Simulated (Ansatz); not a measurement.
MnO2:

```
Mn O
1.0
     2.90416    0.00000    0.00000
     0.00000    3.84481    0.00000
     0.00000    0.00000    6.16426
Mn O
2 4
Direct
  0.50000 0.50000 0.34330
  0.00000 0.00000 0.65670
  0.50000 0.00000 0.83757
  0.00000 0.50000 0.16243
  0.50000 0.00000 0.42180
  0.00000 0.50000 0.57820
```

Measurements of this composition are mostly on another form, of space group No. 136.

Base run:

| Item | Value |
| --- | --- |
| Program | Ansatz 0.2.0 |
| Functional | PBEsol |
| Potentials or basis | Ansatz PAW |
| Cutoff | 420 eV (not typed: the program's choice for these potentials) |
| k mesh | 8 × 6 × 4 |
| Occupations | fermi-dirac, width 0.05 eV |
| Spin | collinear spin, ferromagnetic start |
| Starting moments | [6.0, 6.0, 0.0, 0.0, 0.0, 0.0] μB |
| Fixed moment | 12 μB |

Its results: pressure 35.3 GPa; site moments Mn +3.40; O +0.90, +0.70 μB; largest force 3.315 eV/Å.

Problem. After a change of settings the same cell gave: pressure -13.4 GPa; site moments Mn +2.41; O +0.12, -0.00 μB; largest force 1.183 eV/Å. Which change was it?
A. fixed moment from 12 μB to 8 μB; moments at the start from [6.0, 6.0, 0.0, 0.0, 0.0, 0.0] to [4.0, 4.0, 0.0, 0.0, 0.0, 0.0]
B. fixed moment from 12 μB to 10 μB; moments at the start from [6.0, 6.0, 0.0, 0.0, 0.0, 0.0] to [5.0, 5.0, 0.0, 0.0, 0.0, 0.0]
C. fixed moment from 12 μB to 2 μB; moments at the start from [6.0, 6.0, 0.0, 0.0, 0.0, 0.0] to [1.0, 1.0, 0.0, 0.0, 0.0, 0.0]
D. fixed moment from 12 μB to 6 μB; moments at the start from [6.0, 6.0, 0.0, 0.0, 0.0, 0.0] to [3.0, 3.0, 0.0, 0.0, 0.0, 0.0]

Solution. D.

Caveats: the total moment is fixed, so each spin has its own Fermi level; only a ferromagnetic start was run, and an antiferromagnetic order may lie lower in energy; the PAW data sets come from PBE, with cores solved anew for the run's functional, which leaves a small shift of forces and pressure; forces of over 1 eV/Å show positions far from the minimum, so gaps and moduli don't describe the material at rest; the thresholds are loose for stress; a pressure of tens of GPa on the cell as given is suspect, and the run, the potentials or the cell itself is likely at fault (some runs).
